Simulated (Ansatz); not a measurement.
**Lanthanum, dhcp under revPBE: from relaxation to bulk modulus**

What does revPBE give for lanthanum in the dhcp structure? We relax it, solve it on a dense k-mesh, switch on spin-orbit coupling, then scale the cell to 7 volumes from 88 to 112 % of the relaxed one and try a fit of the equation of state. The start is ferromagnetic. The k-meshes are 10×10×3 for the relaxation; 13×13×4 for the dense run; 10×10×3 for spin-orbit coupling; 13×13×4 for the volumes. It starts from a deposited cell (COD).

Program: Ansatz 0.2.0. Level of theory: DFT revPBE, plane waves (420 eV) with PAW, scalar-relativistic; the PAW data stem from PBE, with regenerated cores. These are calculated values, not measurements.

## 1. Starting point

It takes space group P6_3/mmc (No. 194, hexagonal). The conventional cell has a = 3.770 Å, b = 3.770 Å, c = 12.159 Å, α = 90.00°, β = 90.00°, γ = 120.00°. La (site symmetry -3m) has 12 La at 3.74 to 3.77 Å as nearest neighbours. La (site symmetry -6m2) has 12 La at 3.74 to 3.77 Å as nearest neighbours.

Coordinates:

```
CELL_PARAMETERS angstrom
3.77000 0.00000 0.00000
-1.88500 3.26492 0.00000
0.00000 0.00000 12.15900
ATOMIC_POSITIONS crystal
La 0.00000 0.00000 0.00000
La 0.00000 0.00000 0.50000
La 0.33333 0.66667 0.75000
La 0.66667 0.33333 0.25000
```

Starting moments (μB): +1 ×4.

## 2. Relaxation of the cell

Contents of input.yaml:

```yaml
crystal:
  lattice:
    - [3.7700018307, 0.0, 0.0]
    - [-1.8850009153, 3.2649173577, 0.0]
    - [0.0, 0.0, 12.159]
  atoms:
    - { symbol: La, position: [0.0, 0.0, 0.0], spin: 1.0 }
    - { symbol: La, position: [0.0, 0.0, 0.5], spin: 1.0 }
    - { symbol: La, position: [0.3333333333, 0.6666666667, 0.75], spin: 1.0 }
    - { symbol: La, position: [0.6666666667, 0.3333333333, 0.25], spin: 1.0 }
hamiltonian:
  xc: revpbe
  pseudopotentials:
    kind: paw
    azcp:
      La: "pseudopotentials/La.paw.azcp"
basis:
  ecutwfc: 420
  fft_grid_basis: typed
kpoints:
  mp_grid: { grid: [10, 10, 3], shift: [0, 0, 0] }
magnetization:
  spin_polarized: true
scf:
  occupations: { method: fermi_dirac, width: 0.05 }
relax:
  max_steps: 60
  f_tol: 0.01
  cell: {}
```

Log, cut to the lines that bear on the results:

```text
Warning: RAYON_NUM_THREADS=4 ignored (pool sized by the plan → 4); use --threads N
[...]
Pseudopotentials: kind: paw
Pseudopotential: La, paw, valence charge 11, recommended cutoff 420 eV (normal), <dir>
Functional definition: revPBE
[...]
Crystal: 4 atoms, lattice volume = 149.662 Å³
Basis set: ecut = 420 eV, 2933 PW (Γ), exchange–correlation on 54×54×180 points (8 copies of the dense FFT grid, shifted against one another)
Bands: 29, of which v1, the nominal top of the filled ones, is band 22 counted from 1 (21 counted from 0)
Symmetry: 24 space group operations
Space group: P63/mmc (ITA 194), of the structure as read, at distance tolerance 5.3e-5 Å
Magnetic group: BNS 194.263 (UNI 1493), of the structure as read, at distance tolerance 5.3e-5 Å
k-points: 28 of 300
[...]
Starting moments: Σ|m| = 4 μB on 4 of 4 sites
[...]
SCF iter   1: F=—  HF=-25027.226697 eV  |F-HF|=—  |Δ(HF+E_count)|=         —  Δρ=1.90e-2 (↑1.90e-2 ↓9.30e-3)  dr2=7.42e-1  dr2_m=1.56e-1  M=1.970 μB ∫|m|=1.970 μB  β_m=0.30  ethr=1.66e-3  ⟨swp⟩=1.0  Hψ=10820  notcnv=0
[...]
spin=Collinear: Kerker preconditioning applied to the charge; magnetization (m = ρ↑ − ρ↓) channel mixes plain (no charge-response kernel on spin).
[...]
WARN: the starting moments were not kept: the SCF closed with an absolute magnetisation of 6.9e-5 μB, where they sum to 4 μB in size (4 sites). That is at most 0.1 of that sum. Measured as dr2_m measures the in/out step, that magnetisation stands 1.4e-10 eV from none, at or under the [...]
SCF converged after 5 iterations
Magnetization: -0.0000 μB (22.0000 up, 22.0000 down)
Absolute magnetization: 0.0000 μB (∫|ρ↑−ρ↓|, with the PAW one-centre terms)
Spin contamination: 0.0000 ħ² per cell (⟨S²⟩ above its minimum at these occupations)
Per-site moments (μB) at R_I (Å): [(-2.343258807945837e-6, 1.5559548624131216), (-2.3432588078927438e-6, 1.5559548624131219), (2.497571171358475e-7, 1.555954862413122), (2.497571171387177e-7, 1.5559548624131216)]
Free energy (F): -25027.901897 eV
[...]
E sigma→0 (E₀):  -25027.873924 eV
Entropy (-TS):   -0.055946 eV (-13.987 meV/atom)
Fermi energy:    10.599840 eV
[...]
--- Forces (eV/Å), atoms counted from 1 ---
  atom   1  La    -0.00000000    -0.00000000     0.00000000
  atom   2  La    -0.00000000    -0.00000000     0.00000000
  atom   3  La     0.00000000    -0.00000000     0.00000000
  atom   4  La    -0.00000000     0.00000000    -0.00000000
[...]
--- Stress (GPa, compression-positive) ---
        0.006927       0.000000       0.000000
        0.000000       0.006927      -0.000000
        0.000000      -0.000000      -0.001784
  P = ⅓ Tr σ = 0.0040 GPa (0.040 kbar)
--- Relaxed structure (3 steps of the walk, 3 accepted, 1 SCFs on fresh bases) ---
  F+E_penalty+E_count = -25027.90189681 eV   max|allowed force component| = 2.313e-17 eV/Å   (the final SCF, on the basis selected at the relaxed cell)
  cell:  # Å, volume = 154.6567 Å³
    - [3.819537145035927, -2.9246779588711497e-11, 1.4587254707298566e-33]
    - [-1.9097685724926348, 3.307816198314024, -7.29362735355255e-34]
    - [4.410635208658298e-33, 0.0, 12.240992285837786]
  atoms:
    - { symbol: La, position: [2.309599471663958e-35, -2.7650919225618745e-36, -5.13096500638552e-36] }
    - { symbol: La, position: [6.922180926068357e-35, -2.1199038073928232e-35, 0.5] }
    - { symbol: La, position: [0.33333333333333326, 0.6666666666666667, 0.75] }
    - { symbol: La, position: [0.6666666666666667, 0.3333333333333333, 0.25] }
```

Wall time 31 s (4 threads of an Arm CPU, shared host); peak memory 0.61 GiB.

The steps of the relaxation:

```tsv
step	energy change (meV/atom)	largest force (eV/Å)	pressure (GPa)	volume (Å³/atom)
1	0.00	0.0000	0.84	37.416
2	-3.11	0.0000	0.23	38.321
3	-3.36	0.0000	0.00	38.664
4	-3.39	0.0000	0.00	38.664
```

Steps that repeat a cell are solved on a basis chosen anew, so their changes of energy are no gain of the relaxation.

Changes in the cell that was computed:

|  | before | after | change |
| --- | --- | --- | --- |
| a (Å) | 3.770 | 3.820 | +1.3 % |
| b (Å) | 3.770 | 3.820 | +1.3 % |
| c (Å) | 12.159 | 12.241 | +0.7 % |
| volume (Å³/atom) | 37.416 | 38.664 | +3.3 % |
| shortest distance (Å) | 3.739 | 3.772 | +0.9 % |
| space group (spins left aside) | P6_3/mmc | P6_3/mmc | same |

## 3. The energy on a finer k-mesh

Contents of input.yaml:

```yaml
crystal:
  lattice:
    - [3.819537145, 0.0, 0.0]
    - [-1.9097685725, 3.3078161983, 0.0]
    - [0.0, 0.0, 12.2409922858]
  atoms:
    - { symbol: La, position: [0.0, 1.0, 1.0], spin: 1.0 }
    - { symbol: La, position: [0.0, 1.0, 0.5], spin: 1.0 }
    - { symbol: La, position: [0.3333333333, 0.6666666667, 0.75], spin: 1.0 }
    - { symbol: La, position: [0.6666666667, 0.3333333333, 0.25], spin: 1.0 }
hamiltonian:
  xc: revpbe
  pseudopotentials:
    kind: paw
    azcp:
      La: "pseudopotentials/La.paw.azcp"
basis:
  ecutwfc: 420
  fft_grid_basis: typed
kpoints:
  mp_grid: { grid: [13, 13, 4], shift: [0, 0, 0] }
magnetization:
  spin_polarized: true
scf:
  occupations: { method: fermi_dirac, width: 0.05 }
```

Log, cut to the lines that bear on the results:

```text
Warning: RAYON_NUM_THREADS=4 ignored (pool sized by the plan → 4); use --threads N
[...]
[... 3 set-up lines as earlier in the session ...]
[...]
Crystal: 4 atoms, lattice volume = 154.657 Å³
Basis set: ecut = 420 eV, 3005 PW (Γ)
Bands: 29, of which v1, the nominal top of the filled ones, is band 22 counted from 1 (21 counted from 0)
[... 1 set-up line as earlier in the session ...]
Space group: P63/mmc (ITA 194), of the structure as read, at distance tolerance 5.4e-5 Å
Magnetic group: BNS 194.263 (UNI 1493), of the structure as read, at distance tolerance 5.4e-5 Å
k-points: 63 of 676
[...]
Starting moments: Σ|m| = 4 μB on 4 of 4 sites
[...]
SCF iter   1: F=—  HF=-25027.579384 eV  |F-HF|=—  |Δ(HF+E_count)|=         —  Δρ=1.95e-2 (↑1.95e-2 ↓1.04e-2)  dr2=7.24e-1  dr2_m=2.01e-1  M=1.467 μB ∫|m|=1.467 μB  β_m=0.30  ethr=1.62e-3  ⟨swp⟩=1.0  Hψ=24546  notcnv=0
[...]
spin=Collinear: Kerker preconditioning applied to the charge; magnetization (m = ρ↑ − ρ↓) channel mixes plain (no charge-response kernel on spin).
[...]
SCF iter  13: F=-25027.897828 eV  HF=-25027.897828 eV  |F-HF|=1.02e-10  |Δ(HF+E_count)|=   1.56e-9  Δρ=1.37e-7 (↑1.37e-7 ↓1.16e-7)  dr2=7.62e-12  dr2_m=2.22e-11  M=-0.000 μB ∫|m|=0.000 μB  ethr=1.00e-12  ⟨swp⟩=1.0  Hψ=10564  notcnv=0
[...]
WARN: the starting moments were not kept: the SCF closed with an absolute magnetisation of 5.5e-5 μB, where they sum to 4 μB in size (4 sites). That is at most 0.1 of that sum. Measured as dr2_m measures the in/out step, that magnetisation stands 7.7e-11 eV from none, at or under the [...]
SCF converged after 13 iterations
Magnetization: -0.0000 μB (22.0000 up, 22.0000 down)
Absolute magnetization: 0.0001 μB (∫|ρ↑−ρ↓|, with the PAW one-centre terms)
Spin contamination: 0.0000 ħ² per cell (⟨S²⟩ above its minimum at these occupations)
Per-site moments (μB) at R_I (Å): [(-6.1933949561463035e-6, 1.555954862407508), (-6.1933949561794285e-6, 1.5559548624075077), (6.099396889328764e-6, 1.5559548624075077), (6.099396889306827e-6, 1.555954862407508)]
Free energy (F): -25027.897828 eV
[...]
E sigma→0 (E₀):  -25027.867993 eV
Entropy (-TS):   -0.059670 eV (-14.917 meV/atom)
Fermi energy:    10.600127 eV
[...]
```

Run time: 20 s. Hardware: 4 threads of an Arm CPU, shared host; peak memory 0.74 GiB.

## 4. With spin-orbit coupling

Contents of input.yaml:

```yaml
crystal:
  lattice:
    - [3.819537145, 0.0, 0.0]
    - [-1.9097685725, 3.3078161983, 0.0]
    - [0.0, 0.0, 12.2409922858]
  atoms:
    - { symbol: La, position: [0.0, 1.0, 1.0], spin: 1.0, spin_axis: [0, 0, 1] }
    - { symbol: La, position: [0.0, 1.0, 0.5], spin: 1.0, spin_axis: [0, 0, 1] }
    - { symbol: La, position: [0.3333333333, 0.6666666667, 0.75], spin: 1.0, spin_axis: [0, 0, 1] }
    - { symbol: La, position: [0.6666666667, 0.3333333333, 0.25], spin: 1.0, spin_axis: [0, 0, 1] }
hamiltonian:
  xc: revpbe
  pseudopotentials:
    kind: paw_fr
    azcp:
      La: "pseudopotentials/La.paw.azcp"
basis:
  ecutwfc: 420
  fft_grid_basis: typed
kpoints:
  mp_grid: { grid: [10, 10, 3], shift: [0, 0, 0] }
magnetization:
  noncollinear: true
  spin_orbit: true
scf:
  occupations: { method: fermi_dirac, width: 0.05 }
```

Log, cut to the lines that bear on the results:

```text
Warning: RAYON_NUM_THREADS=4 ignored (pool sized by the plan → 4); use --threads N
[...]
Pseudopotentials: kind: paw_fr
Pseudopotential: La, paw_fr, valence charge 11, recommended cutoff 420 eV (normal), <dir>
[... 1 set-up line as earlier in the session ...]
[...]
Crystal: 4 atoms, lattice volume = 154.657 Å³
Basis set: ecut = 420 eV, 3005 PW (Γ)
Bands: 54, of which v1, the nominal top of the filled ones, is band 44 counted from 1 (43 counted from 0)
Symmetry: 12 space group operations + 12 with time reversal
Magnetic group: BNS 194.270 (UNI 1500), of the structure as read, at distance tolerance 5.4e-5 Å
k-points: 28 of 300 (time reversal used)
Projection manifold: j_resolved (fully-relativistic pseudo-atomic orbitals)
[...]
Starting moments: Σ|m| = 4 μB on 4 of 4 sites
[...]
SCF iter   1: F=—  HF=-25048.990886 eV  |F-HF|=—  |Δ(HF+E_count)|=         —  Δρ=3.80e-2  dr2=7.36e-1  dr2_m=5.12e-1  ethr=1.66e-3  |M|=1.21e0 ∫|m|=1.21e0 μB  |m|>n=0.0e0 m-floor=0.0e0 τ_xc=4.3e-15 mc-row=0.0e0  β_m=0.30  ⟨swp⟩=1.0  Hψ=12077  notcnv=0
[...]
SCF iter  17: F=-25049.112092 eV  HF=-25049.112092 eV  |F-HF|=7.64e-11  |Δ(HF+E_count)|=   1.74e-9  Δρ=2.07e-7  dr2=1.43e-12  dr2_m=1.54e-11  ethr=1.00e-12  |M|=1.03e-5 ∫|m|=3.70e-5 μB  |m|>n=0.0e0 m-floor=0.0e0 τ_xc=6.0e-12 mc-row=0.0e0  ⟨swp⟩=4.1  Hψ=3427  notcnv=0
WARN: the starting moments were not kept: the SCF closed with an absolute magnetisation of 3.7e-5 μB, where they sum to 4 μB in size (4 sites). That is at most 0.1 of that sum. Measured as dr2_m measures the in/out step, that magnetisation stands 5.2e-11 eV from none, at or under the [...]
SCF converged after 17 iterations
Magnetization: |M| = 0.0000 μB,  M = (-0.0000, -0.0000, +0.0000) μB
Absolute magnetization: 0.0000 μB (∫|m|, with the PAW one-centre terms)
  site 0: m = (+0.0000, -0.0000, -0.0000) μB, |m| = 0.0000 μB  (R = 1.56 Å)
  site 1: m = (+0.0000, +0.0000, -0.0000) μB, |m| = 0.0000 μB  (R = 1.56 Å)
  site 2: m = (-0.0000, +0.0000, +0.0000) μB, |m| = 0.0000 μB  (R = 1.56 Å)
  site 3: m = (+0.0000, -0.0000, +0.0000) μB, |m| = 0.0000 μB  (R = 1.56 Å)
Free energy (F): -25049.112092 eV
[...]
E sigma→0 (E₀):  -25049.084625 eV
Entropy (-TS):   -0.054934 eV (-13.733 meV/atom)
Fermi energy:    10.598097 eV
[...]
```

Wall time 61 s (4 threads of an Arm CPU, shared host); peak memory 1.6 GiB.

Side by side:

```tsv
	scalar-relativistic	with spin-orbit coupling
k-mesh	13×13×4	10×10×3
gap on the mesh	none (levels filled in part)	none (levels filled in part)
magnetic state	non-magnetic	non-magnetic
```

The meshes differ, so small differences between the columns need not come from spin-orbit coupling.

## 5. At 88 % of the relaxed volume

Contents of input.yaml:

```yaml
crystal:
  lattice:
    - [3.6602012243, 0.0, 0.0]
    - [-1.8301006121, 3.1698272432, 0.0]
    - [0.0, 0.0, 11.7303467017]
  atoms:
    - { symbol: La, position: [0.0, 1.0, 1.0], spin: 1.0 }
    - { symbol: La, position: [0.0, 1.0, 0.5], spin: 1.0 }
    - { symbol: La, position: [0.3333333333, 0.6666666667, 0.75], spin: 1.0 }
    - { symbol: La, position: [0.6666666667, 0.3333333333, 0.25], spin: 1.0 }
hamiltonian:
  xc: revpbe
  pseudopotentials:
    kind: paw
    azcp:
      La: "pseudopotentials/La.paw.azcp"
basis:
  ecutwfc: 420
  fft_grid_basis: typed
kpoints:
  mp_grid: { grid: [13, 13, 4], shift: [0, 0, 0] }
magnetization:
  spin_polarized: true
scf:
  occupations: { method: fermi_dirac, width: 0.05 }
output:
  stress: true
```

Log, cut to the lines that bear on the results:

```text
Warning: RAYON_NUM_THREADS=4 ignored (pool sized by the plan → 4); use --threads N
[...]
[... 3 set-up lines as earlier in the session ...]
[...]
Crystal: 4 atoms, lattice volume = 136.098 Å³
Basis set: ecut = 420 eV, 2619 PW (Γ)
Bands: 29, of which v1, the nominal top of the filled ones, is band 22 counted from 1 (21 counted from 0)
[... 1 set-up line as earlier in the session ...]
Space group: P63/mmc (ITA 194), of the structure as read, at distance tolerance 5.1e-5 Å
Magnetic group: BNS 194.263 (UNI 1493), of the structure as read, at distance tolerance 5.1e-5 Å
k-points: 63 of 676
[...]
Starting moments: Σ|m| = 4 μB on 4 of 4 sites
[...]
SCF iter   1: F=—  HF=-25027.146278 eV  |F-HF|=—  |Δ(HF+E_count)|=         —  Δρ=2.20e-2 (↑2.20e-2 ↓1.22e-2)  dr2=8.84e-1  dr2_m=2.15e-1  M=1.347 μB ∫|m|=1.347 μB  β_m=0.30  ethr=1.99e-3  ⟨swp⟩=1.0  Hψ=24151  notcnv=0
[...]
WARN: the starting moments were not kept: the SCF closed with an absolute magnetisation of 2.7e-5 μB, where they sum to 4 μB in size (4 sites). That is at most 0.1 of that sum. Measured as dr2_m measures the in/out step, that magnetisation stands 2.1e-11 eV from none, at or under the [...]
SCF converged after 12 iterations
Magnetization: 0.0000 μB (22.0000 up, 22.0000 down)
Absolute magnetization: 0.0000 μB (∫|ρ↑−ρ↓|, with the PAW one-centre terms)
Spin contamination: 0.0000 ħ² per cell (⟨S²⟩ above its minimum at these occupations)
Per-site moments (μB) at R_I (Å): [(-3.028861522158747e-6, 1.4910466048907354), (-3.0288615221074604e-6, 1.4910466048907354), (4.114123919646698e-6, 1.4910466048907354), (4.114123919592771e-6, 1.4910466048907354)]
Free energy (F): -25027.715637 eV
[...]
E sigma→0 (E₀):  -25027.689507 eV
Entropy (-TS):   -0.052261 eV (-13.065 meV/atom)
Fermi energy:    12.286857 eV
[...]
--- Stress (GPa, compression-positive) ---
        3.352753       0.000000       0.000000
        0.000000       3.352753       0.000000
        0.000000       0.000000       3.600350
  P = ⅓ Tr σ = 3.4353 GPa (34.353 kbar)
```

It took 16 s on 4 threads of an Arm CPU, shared host; peak memory 0.68 GiB.

## 6. At 92 % of the relaxed volume

input.yaml: that of step 5 with these lines changed.

```diff
@@ -2,5 +2,5 @@
   lattice:
-    - [3.6602012243, 0.0, 0.0]
-    - [-1.8301006121, 3.1698272432, 0.0]
-    - [0.0, 0.0, 11.7303467017]
+    - [3.7148391486, 0.0, 0.0]
+    - [-1.8574195743, 3.2171450737, 0.0]
+    - [0.0, 0.0, 11.905452319]
   atoms:
```

Log, cut to the lines that bear on the results:

```text
Warning: RAYON_NUM_THREADS=4 ignored (pool sized by the plan → 4); use --threads N
[...]
[... 3 set-up lines as earlier in the session ...]
[...]
Crystal: 4 atoms, lattice volume = 142.284 Å³
Basis set: ecut = 420 eV, 2799 PW (Γ)
Bands: 29, of which v1, the nominal top of the filled ones, is band 22 counted from 1 (21 counted from 0)
[... 1 set-up line as earlier in the session ...]
Space group: P63/mmc (ITA 194), of the structure as read, at distance tolerance 5.2e-5 Å
Magnetic group: BNS 194.263 (UNI 1493), of the structure as read, at distance tolerance 5.2e-5 Å
k-points: 63 of 676
[...]
Starting moments: Σ|m| = 4 μB on 4 of 4 sites
[...]
SCF iter   1: F=—  HF=-25027.354101 eV  |F-HF|=—  |Δ(HF+E_count)|=         —  Δρ=2.11e-2 (↑2.11e-2 ↓1.15e-2)  dr2=8.20e-1  dr2_m=2.09e-1  M=1.397 μB ∫|m|=1.397 μB  β_m=0.30  ethr=1.84e-3  ⟨swp⟩=1.0  Hψ=24386  notcnv=0
[...]
WARN: the starting moments were not kept: the SCF closed with an absolute magnetisation of 1.3e-5 μB, where they sum to 4 μB in size (4 sites). That is at most 0.1 of that sum. Measured as dr2_m measures the in/out step, that magnetisation stands 4.7e-12 eV from none, at or under the [...]
SCF converged after 13 iterations
Magnetization: -0.0000 μB (22.0000 up, 22.0000 down)
Absolute magnetization: 0.0000 μB (∫|ρ↑−ρ↓|, with the PAW one-centre terms)
Spin contamination: 0.0000 ħ² per cell (⟨S²⟩ above its minimum at these occupations)
Per-site moments (μB) at R_I (Å): [(-2.274091671134661e-6, 1.5133043132853898), (-2.2740916711306374e-6, 1.51330431328539), (1.245724838998474e-6, 1.5133043132853898), (1.245724839034534e-6, 1.51330431328539)]
Free energy (F): -25027.821891 eV
[...]
E sigma→0 (E₀):  -25027.793972 eV
Entropy (-TS):   -0.055839 eV (-13.960 meV/atom)
Fermi energy:    11.678478 eV
[...]
--- Stress (GPa, compression-positive) ---
        2.047700       0.000000      -0.000000
        0.000000       2.047700       0.000000
       -0.000000       0.000000       2.218463
  P = ⅓ Tr σ = 2.1046 GPa (21.046 kbar)
```

Run time: 17 s. Hardware: 4 threads of an Arm CPU, shared host; peak memory 0.7 GiB.

## 7. At 96 % of the relaxed volume

input.yaml: that of step 6 with these lines changed.

```diff
@@ -2,5 +2,5 @@
   lattice:
-    - [3.7148391486, 0.0, 0.0]
-    - [-1.8574195743, 3.2171450737, 0.0]
-    - [0.0, 0.0, 11.905452319]
+    - [3.7679154502, 0.0, 0.0]
+    - [-1.8839577251, 3.2631104992, 0.0]
+    - [0.0, 0.0, 12.0755531908]
   atoms:
```

Log, cut to the lines that bear on the results:

```text
Warning: RAYON_NUM_THREADS=4 ignored (pool sized by the plan → 4); use --threads N
[...]
[... 3 set-up lines as earlier in the session ...]
[...]
Crystal: 4 atoms, lattice volume = 148.470 Å³
Basis set: ecut = 420 eV, 2909 PW (Γ)
Bands: 29, of which v1, the nominal top of the filled ones, is band 22 counted from 1 (21 counted from 0)
[... 2 set-up lines as earlier in the session ...]
Magnetic group: BNS 194.263 (UNI 1493), of the structure as read, at distance tolerance 5.3e-5 Å
k-points: 63 of 676
[...]
Starting moments: Σ|m| = 4 μB on 4 of 4 sites
[...]
SCF iter   1: F=—  HF=-25027.495245 eV  |F-HF|=—  |Δ(HF+E_count)|=         —  Δρ=2.02e-2 (↑2.02e-2 ↓1.09e-2)  dr2=7.67e-1  dr2_m=2.04e-1  M=1.437 μB ∫|m|=1.437 μB  β_m=0.30  ethr=1.72e-3  ⟨swp⟩=1.0  Hψ=24401  notcnv=0
[...]
WARN: the starting moments were not kept: the SCF closed with an absolute magnetisation of 2.8e-5 μB, where they sum to 4 μB in size (4 sites). That is at most 0.1 of that sum. Measured as dr2_m measures the in/out step, that magnetisation stands 2.2e-11 eV from none, at or under the [...]
SCF converged after 13 iterations
Magnetization: 0.0000 μB (22.0000 up, 22.0000 down)
Absolute magnetization: 0.0000 μB (∫|ρ↑−ρ↓|, with the PAW one-centre terms)
Spin contamination: 0.0000 ħ² per cell (⟨S²⟩ above its minimum at these occupations)
Per-site moments (μB) at R_I (Å): [(-2.993350900406011e-6, 1.5349258675190534), (-2.9933509004343024e-6, 1.5349258675190531), (3.8133811429991306e-6, 1.5349258675190531), (3.8133811429005995e-6, 1.5349258675190534)]
Free energy (F): -25027.880617 eV
[...]
E sigma→0 (E₀):  -25027.851516 eV
Entropy (-TS):   -0.058202 eV (-14.551 meV/atom)
Fermi energy:    11.117724 eV
[...]
--- Stress (GPa, compression-positive) ---
        0.918823       0.000000       0.000000
       -0.000000       0.918823       0.000000
        0.000000       0.000000       1.039379
  P = ⅓ Tr σ = 0.9590 GPa (9.590 kbar)
```

It took 18 s on 4 threads of an Arm CPU, shared host; peak memory 0.72 GiB.

[end of part 1 of 2]
